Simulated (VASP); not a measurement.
# AlN (P6_3mc) in VASP: band structure with LDA

Aim: the band structure of AlN with LDA.

Program: VASP 6.6.1. These are calculated values, not measurements. Logs are shortened: lines on timing, memory, paths and dates and some standing lists are left out, and cuts for length are marked.

**Measured values to compare with.**

From “Self-assembly of well-separated AlN nanowires directly on sputtered metallic TiN films”, 2019, arxiv:1910.07391, for a bulk crystal of AlN at 10 K: band gap 6.034 eV (an exciton energy, a little under the gap).

How close the calculation comes is told below.

### Step 1. The crystal as given

Symmetry: P6_3mc, No. 186, hexagonal system. The conventional cell has a = 3.092 Å, b = 3.092 Å, c = 4.948 Å, α = 90.00°, β = 90.00°, γ = 120.00°. Al (site symmetry 3m) has 4 N at 1.88 to 1.89 Å as nearest neighbours. N (site symmetry 3m) has 4 Al at 1.88 to 1.89 Å as nearest neighbours.

### Step 2. Band structure, LDA

INCAR reads:

```
ALGO = Normal
EDIFF = 1E-7
ENCUT = 520
GGA = CA
ISIF = 2
ISMEAR = 0
LASPH = T
LCHARG = F
LREAL = F
LWAVE = F
NELM = 100
PREC = Accurate
SIGMA = 0.02
```

KPOINTS reads:

```
k-points
0
Gamma
  12 12 6
```

POSCAR reads:

```
AlN                                     
1.0
    3.0918179790      0.0000000000      0.0000000000
   -1.5459089895      2.6775929117      0.0000000000
    0.0000000000      0.0000000000      4.9484331140
  Al              N             
     2     2
Direct
     0.3333333300000021    0.6666666699999979    0.9990168622772870
     0.6666666699999979    0.3333333300000021    0.4990168622772870
     0.3333333300000021    0.6666666699999979    0.3809831377227155
     0.6666666699999979    0.3333333300000021    0.8809831377227155
```

KPOINTS_OPT reads:

```
path GMKGALHA,LM,KH
15
line-mode
reciprocal
 0.0000000000  0.0000000000  0.0000000000  G
 0.5000000000  0.0000000000  0.0000000000  M

 0.5000000000  0.0000000000  0.0000000000  M
 0.3333333333  0.3333333333  0.0000000000  K

 0.3333333333  0.3333333333  0.0000000000  K
 0.0000000000  0.0000000000  0.0000000000  G

 0.0000000000  0.0000000000  0.0000000000  G
 0.0000000000  0.0000000000  0.5000000000  A

 0.0000000000  0.0000000000  0.5000000000  A
 0.5000000000  0.0000000000  0.5000000000  L

 0.5000000000  0.0000000000  0.5000000000  L
 0.3333333333  0.3333333333  0.5000000000  H

 0.3333333333  0.3333333333  0.5000000000  H
 0.0000000000  0.0000000000  0.5000000000  A

 0.5000000000  0.0000000000  0.5000000000  L
 0.5000000000  0.0000000000  0.0000000000  M

 0.3333333333  0.3333333333  0.0000000000  K
 0.3333333333  0.3333333333  0.5000000000  H
```

Potentials or basis: VASP PAW LDA potentials, release 64 (Al, N).

Started as:

```
cat potpaw_LDA.64/Al/POTCAR potpaw_LDA.64/N/POTCAR > POTCAR
mpirun -np 1 vasp_std > vasp.out
```

OUTCAR:

```text
EDIFF = 1E-7
   ENCUT = 520
   GGA = CA
   ISIF = 2
   ISMEAR = 0
   LASPH = T
   LREAL = F
   NELM = 100
   PREC = Accurate

 ion  position               nearest neighbor table
   1  0.333  0.667  0.999-   4 1.88   4 1.88   4 1.88   3 1.89   2 3.05   2 3.05   2 3.05   2 3.05
                             2 3.05   2 3.05
   2  0.667  0.333  0.499-   3 1.88   3 1.88   3 1.88   4 1.89   1 3.05   1 3.05   1 3.05   1 3.05
                             1 3.05   1 3.05
   3  0.333  0.667  0.381-   2 1.88   2 1.88   2 1.88   1 1.89
   4  0.667  0.333  0.881-   1 1.88   1 1.88   1 1.88   2 1.89

  LATTYP: Found a hexagonal cell.
 ALAT       =     3.0918179790
 C/A-ratio  =     1.6004930263

  Lattice vectors:

 A1 = (   3.0918179790,   0.0000000000,   0.0000000000)
 A2 = (  -1.5459089895,   2.6775929117,   0.0000000000)
 A3 = (   0.0000000000,   0.0000000000,   4.9484331140)

Analysis of symmetry for initial positions (statically):
=====================================================================
 Subroutine PRICEL returns:
 Original cell was already a primitive cell.

 Routine SETGRP: Setting up the symmetry group for a
 hexagonal supercell.

 Subroutine GETGRP returns: Found 12 space group operations
 (whereof  6 operations were pure point group operations)
 out of a pool of 24 trial point group operations.

The static configuration has the point symmetry C_3v.
 The point group associated with its full space group is C_6v.

Analysis of symmetry for dynamics (positions and initial velocities):
=====================================================================
 Subroutine PRICEL returns:
 Original cell was already a primitive cell.

 Routine SETGRP: Setting up the symmetry group for a
 hexagonal supercell.

 Subroutine GETGRP returns: Found 12 space group operations
 (whereof  6 operations were pure point group operations)
 out of a pool of 24 trial point group operations.

The dynamic configuration has the point symmetry C_3v.
 The point group associated with its full space group is C_6v.

 Subroutine INISYM returns: Found 12 space group operations
 (whereof  6 operations are pure point group operations),
 and found     1 'primitive' translations

----------------------------------------------------------------------------------------

                                     Primitive cell

  volume of cell :      40.9662

  direct lattice vectors                    reciprocal lattice vectors
[... 100 lines left out ...]
   TEBEG  =    0.0;   TEEND  =   0.0 temperature during run
   PSTRESS=    0.0 pullay stress
   NELECT =      16.0000    total number of electrons
   NUPDOWN=      -1.0000    fix difference up-down
   EMIN   =  10.00;   EMAX   =-10.00  energy-range for DOS
   EFERMI =   0.00;   METHOD = LEGACY
   ISMEAR =     0;   SIGMA  =   0.02  broadening in eV -4-tet -1-fermi 0-gaus
   EFERMI_NEDOS =   21; number of points for ismear=-14 and -15
   IALGO  =     38    algorithm
   IMIX   =      4    mixing-type and parameters
     AMIX     =   0.40;   BMIX     =  1.00
     AMIX_MAG =   1.60;   BMIX_MAG =  1.00
  volume/ion in A,a.u.               =      10.24        69.11
  Fermi-wavevector in a.u.,A,eV,Ry     =   1.196665  2.261370 19.483656  1.432008
  Thomas-Fermi vector in A             =   2.332600
   LORBIT       =      0    0 simple, 1 ext, 2 COOP (PROOUT), +10 PAW based schemes
   GGA     = CA    functional components
   LHFCALC =     F    Hartree Fock is set to
   AEXX    =    0.0000 exact exchange contribution
   IVDW    =     0    specifies the selected vdW correction
   LEPSILON=     F    determine dielectric tensor
   LRPA    =     F    only Hartree local field effects (RPA)
 non-spin polarized calculation
 Gauss-broadening in eV      SIGMA  =   0.02
  energy-cutoff  :      520.00
  volume of cell :       40.97
 maximum number of plane-waves:      1124
 NGX is ok and might be reduce to    24
   NGX = 11   NGY = 11   NGZ = 19

 number of electron      15.9999997 magnetization

 Free energy of the ion-electron system (eV)
  ---------------------------------------------------
  ext. energy  EPLUGINS =         0.00000000
  ---------------------------------------------------
  free energy    TOTEN  =       -32.84137475 eV

  energy without entropy =      -32.84137475  energy(sigma->0) =      -32.84137475

 E-fermi :   6.1888     XC(G=0): -11.3299

 val. band max:        6.0844594851   @ k =   0.0000   0.0000   0.0000
 cond. band min:      10.4812282507   @ k =   0.0000   0.0000   0.0000
 fundamental gap:      4.3967687656
 Fermi energy:         6.1887623381

 k-point     1 :       0.0000    0.0000    0.0000
  band No.  band energies     occupation
      1      -9.0696      2.00000
      2      -6.7857      2.00000
      3      -0.0555      2.00000
      4       5.1965      2.00000
      5       5.1965      2.00000
      6       5.8572      2.00000
      7       5.8572      2.00000
      8       6.0845      2.00000
      9      10.4812      0.00000
     10      12.7886      0.00000
     11      16.7155      0.00000
     12      17.1604      0.00000
[... 331 lines left out ...]
 k-point    24 :       0.3333    0.0000    0.1667
  band No.  band energies     occupation
      1      -7.6758      2.00000
      2      -6.3516      2.00000
      3       1.0620      2.00000
      4       2.0744      2.00000
      5       2.6724      2.00000
      6       4.2645      2.00000
      7       5.2711      2.00000
      8       5.4082      2.00000
      9      11.9034      0.00000
     10      12.6721      0.00000
     11      14.6212      0.00000
     12      16.2393      0.00000

 [... further k-points ...]
[... 5 lines left out ...]
  --------------------------------------------------------------------------------------
  -------------------------------------------------------------------------------------
  Total       -0.0031386     -0.0031386      0.0009936      0.0000000     -0.0000000      0.0000000
  in kB       -0.1227482     -0.1227482      0.0388605      0.0000000     -0.0000000      0.0000000
  external PRESSURE =      -0.0688786 kB  Pullay stress =       0.0000000 kB

 VOLUME and BASIS-vectors are now :
 -----------------------------------------------------------------------------
  energy-cutoff  :      520.00
  volume of cell :       40.97
      direct lattice vectors                 reciprocal lattice vectors
     3.091817979  0.000000000  0.000000000     0.323434305  0.186734883  0.000000000
    -1.545908989  2.677592912  0.000000000     0.000000000  0.373469767  0.000000000
     0.000000000  0.000000000  4.948433114     0.000000000  0.000000000  0.202084170

 POSITION                                       TOTAL-FORCE (eV/Angst)
 -----------------------------------------------------------------------------------
     -0.00000      1.78506      4.94357        -0.000000      0.000000      0.000341
      1.54591      0.89253      2.46935         0.000000     -0.000000      0.000341
     -0.00000      1.78506      1.88527        -0.000000     -0.000000     -0.000341
      1.54591      0.89253      4.35949         0.000000      0.000000     -0.000341
 -----------------------------------------------------------------------------------
    total drift:                               -0.000008      0.000005     -0.000668

  FREE ENERGIE OF THE ION-ELECTRON SYSTEM (eV)
  ---------------------------------------------------
  free  energy   TOTEN  =       -32.8413747530 eV

  energy  without entropy=      -32.8413747530  energy(sigma->0) =      -32.84137475
```

stdout:

```text
POSCAR found type information on POSCAR AlN
 POSCAR found :  2 types and       4 ions
 scaLAPACK will be used
 LDA part: xc-table for (Slater(with rela. corr.)+CA(PZ))
 , standard interpolation
 POSCAR, INCAR and KPOINTS ok, starting setup
 FFT: planning ... GRIDC
 FFT: planning ... GRID_SOFT
 FFT: planning ... GRID
 WAVECAR not read
 entering main loop
 Start KPOINTS_OPT (optional k-point list driver)
k-point batch [1-76\135]
k-point batch [77-135\135]
```

Wall time 2.8 min (1 thread of AMD EPYC 7R13 (Zen 3), shared host); peak memory 0.15 GiB.

Results:

| Property | Result |
| --- | --- |
| Free energy | -32.8414 eV |
| Pressure | 0.0 GPa |
| Band gap on the k mesh | 4.40 eV, direct |
| Band gap along the path | 4.40 eV, direct |

Levels at the corners of the path, in eV from the valence-band top:
```csv
point,band 5,band 6,band 7,band 8,band 9,band 10,band 11,band 12
Γ,-0.89,-0.23,-0.23,0.00,4.40,6.70,10.63,11.08
M,-3.43,-2.14,-1.84,-0.71,5.72,5.72,8.24,10.27
M,-3.43,-2.14,-1.84,-0.71,5.72,5.72,8.24,10.27
K,-3.85,-2.53,-2.45,-2.45,4.90,8.30,9.65,9.65
K,-3.85,-2.53,-2.45,-2.45,4.90,8.30,9.65,9.65
Γ,-0.89,-0.23,-0.23,0.00,4.40,6.70,10.63,11.08
Γ,-0.89,-0.23,-0.23,0.00,4.40,6.70,10.63,11.08
A,-0.57,-0.57,-0.57,-0.57,6.58,6.58,10.30,10.30
A,-0.57,-0.57,-0.57,-0.57,6.58,6.58,10.30,10.30
L,-1.51,-1.51,-1.40,-1.40,5.25,5.25,9.19,9.19
L,-1.51,-1.51,-1.40,-1.40,5.25,5.25,9.19,9.19
H,-3.99,-3.99,-0.81,-0.81,7.35,7.35,7.80,7.80
H,-3.99,-3.99,-0.81,-0.81,7.35,7.35,7.80,7.80
A,-0.57,-0.57,-0.57,-0.57,6.58,6.58,10.30,10.30
L,-1.51,-1.51,-1.40,-1.40,5.25,5.25,9.19,9.19
M,-3.43,-2.14,-1.84,-0.71,5.72,5.72,8.24,10.27
K,-3.85,-2.53,-2.45,-2.45,4.90,8.30,9.65,9.65
H,-3.99,-3.99,-0.81,-0.81,7.35,7.35,7.80,7.80
```

### Step 3. How close it comes

Step 2. A measured gap of AlN is 6.034 eV (an exciton energy, a little under the gap; 10 K; quoted in “Self-assembly of well-separated AlN nanowires directly on sputtered metallic TiN films”, 2019, arxiv:1910.07391); the calculated 4.40 eV misses it by -1.64 eV. 2 values of this kind are on record (6.034 to 6.0343 eV); this one was drawn at random. The value is that of LDA, without temperature or zero-point motion. Semilocal functionals fall short of measured gaps as a rule.
